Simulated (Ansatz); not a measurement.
Crystal: CoSi.

```
CELL_PARAMETERS angstrom
2.78133 0.00000 0.00000
0.00000 2.78133 0.00000
0.00000 0.00000 2.78133
ATOMIC_POSITIONS crystal
Co 0.00000 0.00000 0.00000
Si 0.50000 0.50000 0.50000
```

Measurements of this composition are mostly on another form, of space group No. 198.

| Item | Value |
| --- | --- |
| Program | Ansatz 0.2.0 |
| Task | single point |
| Functional | PBE |
| Potentials or basis | Ansatz PAW |
| Cutoff | 420 eV (not typed: the program's choice for these potentials) |
| k mesh | 10 × 10 × 10 |
| Occupations | fermi-dirac, width 0.05 eV |
| Spin | collinear spin, ferromagnetic start |
| Starting moments | [2.0, 0.0] μB |

On this cell: pressure 0.7 GPa; largest force zero by symmetry; net moment 0.55 μB per cell; site moments Co +0.56; Si +0.01 μB; band gap on the k mesh none (metal or under the smearing width).

The same run follows on a disturbed copy (atoms moved at random, drawn with an rms of 0.05 Å):

```xyz
2
Lattice="2.7813 0.0000 0.0000 0.0000 2.7813 0.0000 0.0000 0.0000 2.7813" Properties=species:S:1:pos:R:3 pbc="T T T"
Co   -0.0283   -0.0311   -0.0005
Si    1.3704    1.4038    1.4212
```

Question: What changes?

Answer: The energy (extrapolated to zero smearing) moves by +3.7 meV/atom; pressure 1.0 GPa; largest force 0.269 eV/Å; net moment 0.55 μB per cell; site moments Co +0.56; Si +0.01 μB; band gap on the k mesh none (metal or under the smearing width).

Forces on the atoms (eV/Å):
```
Co   0.040  0.218  0.154
Si  -0.040 -0.218 -0.154
```

Stress tensor (GPa, compression positive):
```
1.05 0.09 0.06
0.09 0.88 0.35
0.06 0.35 0.97
```
